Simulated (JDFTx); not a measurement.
ZrS2:

```
CELL_PARAMETERS angstrom
3.69138 0.00000 0.00000
-1.84569 3.19683 0.00000
0.00000 0.00000 6.04108
ATOMIC_POSITIONS crystal
Zr 0.00000 0.00000 0.00000
S 0.33333 0.66667 0.23791
S 0.66667 0.33333 0.76209
```

The cell is a database's computed one.

Program: JDFTx 1.7.0 (patched build). Alike in all runs: task single point; no spin polarisation; cell as given.

Question: Order these runs on this cell by their band gap on the k mesh, lowest first.
A. level TPSS; potentials or basis SG15-PBE-1.2 with smoothed tails; k mesh 4 × 4 × 2; cutoff (eV) 1088; smearing fermi-dirac 0.1 eV; mesh quality coarse
B. level PBEsol; potentials or basis PseudoDojo-SR-PBEsol-0.4.1-standard with smoothed tails; k mesh 8 × 8 × 5; cutoff (eV) 898; smearing fermi-dirac 0.05 eV; mesh quality not flagged
C. level LDA+U; potentials or basis PseudoDojo-SR-PBEsol-0.4.1-standard with smoothed tails; U Zr d U = 5 eV; k mesh 6 × 6 × 4; cutoff (eV) 898; smearing fermi-dirac 0.025 eV; mesh quality not flagged

Answer: B (0.98 eV), A (1.14 eV), C (1.51 eV).

Caveats: some runs use coarse meshes; the empty levels aren't tightly converged (some runs); an odd mesh through Γ misses points on the zone boundary, where band edges often lie (some runs).
